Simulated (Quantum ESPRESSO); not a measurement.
Here is a Quantum ESPRESSO 7.5 calculation.

Contents of run.py:

```python
import numpy as np
from ase.calculators.espresso import Espresso, EspressoProfile
from ase.io import read

atoms = read('Nb.cif')

input_data = {
    'control': {'calculation': 'scf', 'prefix': 'pwscf', 'outdir': './tmp', 'tprnfor': True, 'tstress': True, 'disk_io': 'low'},
    'system': {'ecutwfc': 82.0, 'nbnd': 24, 'input_dft': 'revpbe', 'occupations': 'smearing', 'smearing': 'mv', 'degauss': 0.00999582, 'noncolin': True, 'lspinorb': True, 'vdw_corr': 'grimme-d2', 'london_s6': 1.25},
    'electrons': {'conv_thr': 2e-10, 'electron_maxstep': 120, 'mixing_beta': 0.5},
}
pseudopotentials = {'Nb': 'Nb.upf'}
profile = EspressoProfile(command='pw.x', pseudo_dir='pseudo')
dft = Espresso(profile=profile, input_data=input_data, pseudopotentials=pseudopotentials, kpts=(9, 9, 9), koffset=(0, 0, 0))
atoms.calc = dft

from ase.optimize import BFGS
from ase.filters import FrechetCellFilter
done = BFGS(FrechetCellFilter(atoms), trajectory='opt.traj').run(fmax=0.02, steps=30)
print('converged', done)
print('cell (A)', np.round(atoms.cell.cellpar(), 5))
print(f'energy {atoms.get_potential_energy():.8f} eV')
print('forces (eV/A)')
print(np.round(atoms.get_forces(), 6))
print('stress (eV/A^3, Voigt)')
print(np.round(atoms.get_stress(), 8))
print(f'Fermi level {dft.get_fermi_level():.4f} eV')
```

Contents of Nb.cif:

```cif
data_Nb
_cell_length_a 2.88204594
_cell_length_b 2.88204594
_cell_length_c 2.88204594
_cell_angle_alpha 109.47122063
_cell_angle_beta 109.47122063
_cell_angle_gamma 109.47122063
_space_group_name_H-M_alt 'P1'
_space_group_name_Hall 'P 1'
_space_group_IT_number 1
loop_
_space_group_symop_operation_xyz
'x,y,z'
loop_
_atom_site_label
_atom_site_type_symbol
_atom_site_symmetry_multiplicity
_atom_site_Wyckoff_symbol
_atom_site_fract_x
_atom_site_fract_y
_atom_site_fract_z
_atom_site_occupancy
Nb1 Nb 1 a 0.0000000000 0.0000000000 0.0000000000 1
```

Potentials or basis: PseudoDojo 0.4 FR PBE standard.

Launch:

```sh
$ OMP_NUM_THREADS=1 python run.py
```

**Question.** Predict the relaxed cell.

**Answer.** a = 2.880 Å, b = 2.880 Å, c = 2.880 Å, α = 109.47°, β = 109.47°, γ = 109.47°.

**Question.** Predict the band gap on the k mesh.

**Answer.** None (metal or under the smearing width).

Final structure:
```yaml
crystal:
  lattice:
    - [2.88003, 0.00000, 0.00000]
    - [-0.96001, 2.71532, 0.00000]
    - [-0.96001, -1.35766, 2.35153]
  atoms:
    - { symbol: Nb, position: [0.00000, 0.00000, 0.00000] }
```

Caveat: the potentials were made for another functional, which shifts forces and pressure.
